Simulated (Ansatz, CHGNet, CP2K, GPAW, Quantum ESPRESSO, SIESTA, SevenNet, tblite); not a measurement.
## Finding the fault: GPAW, Priceite (P2_1/c), Ca2B5H7O13 (108 atoms)

Program: GPAW 26.7.0, a calculation on a cell of 8 Ca, 20 B, 28 H and 52 O, 8.66 Å³ an atom.

run.py reads:

```python
import numpy as np
from ase.io import read
from gpaw import GPAW, FermiDirac

atoms = read("structure.xyz")
atoms.calc = GPAW(
    mode="lcao",
    basis="dzp",
    h=0.18,
    xc="PBE",
    kpts={"size": (1, 1, 1), "gamma": True},
    occupations=FermiDirac(0.05),
    maxiter=60,
    symmetry={"point_group": False},
    nbands=120,
    txt="gpaw.txt",
)
energy = atoms.get_potential_energy(force_consistent=True)
forces = atoms.get_forces()
print(f"energy {energy:.6f} eV")
print("forces (eV/A)")
for i, (a, f) in enumerate(zip(atoms, forces)):
    print(f"{i:4d} {a.symbol:2s} {f[0]:10.5f} {f[1]:10.5f} {f[2]:10.5f}")
print(f"Fermi level {atoms.calc.get_fermi_level():.4f} eV")
for k in range(len(atoms.calc.get_ibz_k_points())):
    for s in range(atoms.calc.get_number_of_spins()):
        e = atoms.calc.get_eigenvalues(kpt=k, spin=s)
        n = np.searchsorted(e, atoms.calc.get_fermi_level())
        print(f"k {k} spin {s} levels about the Fermi level:", np.round(e[max(n - 6, 0):n], 4).tolist(), "|", np.round(e[n:n + 6], 4).tolist())
```

structure.xyz reads:

```xyz
108
Lattice="11.58000 0.00000 0.00000 0.00000 6.98440 0.00000 -4.34050 0.00000 11.56425" Properties=species:S:1:pos:R:3 pbc="T T T"
Ca -2.36439 5.30717 6.70137
Ca 7.40327 1.85059 10.66420
Ca 9.72831 1.72759 4.92290
Ca -0.23062 5.11831 0.97880
Ca 1.98674 1.73039 4.42957
Ca 7.46489 5.08653 1.40853
Ca 5.29685 5.26093 7.29427
Ca -0.19859 1.82286 10.17226
B 1.33349 5.29578 4.08253
B 8.11348 1.72913 1.71336
[... 94 atom lines left out ...]
O 0.65025 3.15283 8.29700
O 4.39991 6.55884 9.07678
O 6.53781 3.93585 3.26794
O 2.90297 0.47997 2.49291
```

Run with:

```bash
$ OMP_NUM_THREADS=1 python run.py > output.txt
```

Log:

```text
ValueError: Too few bands!  Electrons: 480.0, bands: 120
```

gpaw.txt:

```text
Input parameters:
  mode=LCAO(),
  basis={'default': 'dzp'},
  h=0.18,
  kpts=MonkhorstPack(size=(1, 1, 1), gamma=True),
  maxiter=60,
  nbands=120,
  occupations=Occupations(name='fermi-dirac', width=0.05, fixmagmom=False),
  symmetry=Symmetry(point_group=False),
  xc=XC(name='PBE')
timing:  # [seconds]
  Total: 0.187  # ━━━━━━━━━━━━━━━━━━━━━━━━━━━━━━━━━━━━━━━━━━━━━━━━━━━━━━━━━━━
  Init:  0.161  # ━━━━━━━━━━━━━━━━━━━━━━━━━━━━━━━━━━━━━━━━━━━━━━━━━━━
```

Wall time 1.6 s (1 thread of Arm Neoverse V1, shared host); peak memory 0.11 GiB.

Banners, paths, timers and routine set-up lines are dropped from the logs unmarked, and long logs keep their key lines alone; longer cuts are marked.

**Question.** Which part of the input is at fault, and how is it mended?

Too few bands: bands 120. Mend: ask for at least half as many bands as electrons, and some more for the smearing.

The program stopped at the start.

[Also dropped from logs without a mark: logging warnings of Python, and SIESTA's first energy breakdown and zero terms.]

[Logs are printed without paths, hosts, clocks, repeated set-up lines and the standing remarks that a program may print on its own settings, such as how far it seeks lower states.]

[Hosts, paths, dates, database ids (printed as entryN), source tags and the programs' standing remarks are cut or masked in the printed files.]
